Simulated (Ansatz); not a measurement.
# MoS2: the cost of one run

Method: DFT PBE+D3(BJ), scalar-relativistic, plane waves, PAW, in Ansatz 0.2.0.

3 further runs of the same task are left out: 3 set aside as unsound or not needed.

## (1) The starting structure

Symmetry: R3m, No. 160, trigonal system. The conventional cell has a = 3.153 Å, b = 3.153 Å, c = 17.990 Å, α = 90.00°, β = 90.00°, γ = 120.00°. Mo (site symmetry 3m) is surrounded by 6 S at 2.40 Å. S (site symmetry 3m) has 3 Mo at 2.40 Å as nearest neighbours.

Structure file:

```
CELL_PARAMETERS angstrom
1.57647 0.91018 5.99653
-1.57647 0.91018 5.99653
0.00000 -1.82036 5.99653
ATOMIC_POSITIONS crystal
Mo 0.00002 0.00002 0.00002
S 0.75356 0.75356 0.75356
S 0.57972 0.57972 0.57972
```

It is the result of an earlier relaxation at this level (volume 17.21 Å³/atom; gap on the mesh: 0.79 eV).

## (2) The reference cell

The reference gives a free energy of -6764.0504 eV, pressure 0.01 GPa, largest force 0.001 eV/Å and gap on the mesh 0.79 eV. It was computed beforehand with the settings of the runs below.

## (3) Setting up energy and stress against strain

The cell is strained by ε times the Voigt pattern (1, 1, 0, 0, 0, 0) (xx, yy, zz, yz, xz, xy; engineering shear), with fractional coordinates fixed (clamped ions). The stress on the pattern is the sum of the stress components weighted by it, tension positive.

## (4) At ε = -0.1000

Input file input.yaml:

```yaml
crystal:
  lattice:
    - [1.4188269412, 0.8191601164, 5.9965349799]
    - [-1.4188269412, 0.8191601164, 5.9965349799]
    - [0.0, -1.6383202329, 5.9965349799]
  atoms:
    - { symbol: Mo, position: [1.72715e-05, 1.72715e-05, 1.72715e-05] }
    - { symbol: S, position: [0.7535591261, 0.7535591261, 0.7535591261] }
    - { symbol: S, position: [0.5797236023, 0.5797236023, 0.5797236023] }
basis:
  ecutwfc: 420
kpoints:
  mp_grid: { grid: [12, 12, 12] }
hamiltonian:
  xc: pbe
  dispersion: d3bj
scf:
  occupations: { method: gaussian, width: 0.05 }
output:
  forces: true
  stress: true
  eigenvalues: true
```

Started as:

```sh
> ansatz run input.yaml --threads 1 --pin off --max-ram 2560MiB --backend cpu --events-out ev --progress --plain --runs-dir out
```

**Question.** How long does this run take on 1 thread of Intel Xeon 6975P-C (Granite Rapids), shared host, and how much memory does it need?

About 6.7 s, with a peak of 0.47 GiB.
